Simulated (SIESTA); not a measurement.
Ge under changes of volume

One of the cells (18.524 Å³/atom); the others are scaled copies at fixed shape and fractional positions:

```
Ge
1.0
    -2.57449    2.57449    1.39741
     2.57449   -2.57449    1.39741
     2.57449    2.57449   -1.39741
Ge
2
Direct
  0.50000 0.50000 0.00000
  0.25000 0.75000 0.50000
```

This isn't the form of Ge at room conditions, which is diamond.

- Program: SIESTA 5.4.2
- Functional: vdW-DF-cx
- Potentials or basis: PseudoDojo 0.4 standard (PBE files)
- Basis: DZP (energy shift 0.002 Ry)
- Grid cutoff: 800 Ry
- Energy shift: 0.002 Ry
- k mesh: 11 × 11 × 11
- Occupations: fermi-dirac, width 0.05 eV
- Spin: no spin polarisation

```tsv
volume (Å³/atom)	energy over the lowest point (meV/atom)	pressure (GPa)
17.413	60.96	10.3
17.783	40.14	7.9
18.154	?	?
18.524	12.17	4.4
18.895	4.15	2.5
19.265	0.66	0.7
19.636	0.00	0.0
```

Task: What does the run at 18.154 Å³/atom give?

Result: Energy over the lowest point 24.09 meV/atom; pressure 6.0 GPa.

Worked out: A Birch-Murnaghan fit of order 3 (a polynomial in V^(-2/3)) to the other rows has its minimum at 19.49 Å³/atom with B0 = V·E''(V) = 77 GPa (rough, since the energies scatter) at fixed shape and positions, which overstates the stiffness. It gives 23.90 meV/atom at 18.154 Å³/atom, against the run's 24.09, and -dE/dV = 6.0 GPa, against 6.0.

Energies are extrapolated to zero smearing.

Caveats: semicore shells carry a single zeta, which can move pressures by several GPa and volumes by a few percent; the potentials were made for another functional, which shifts forces and pressure; the basis of atomic orbitals isn't converged, which shifts pressures, moduli and gaps.
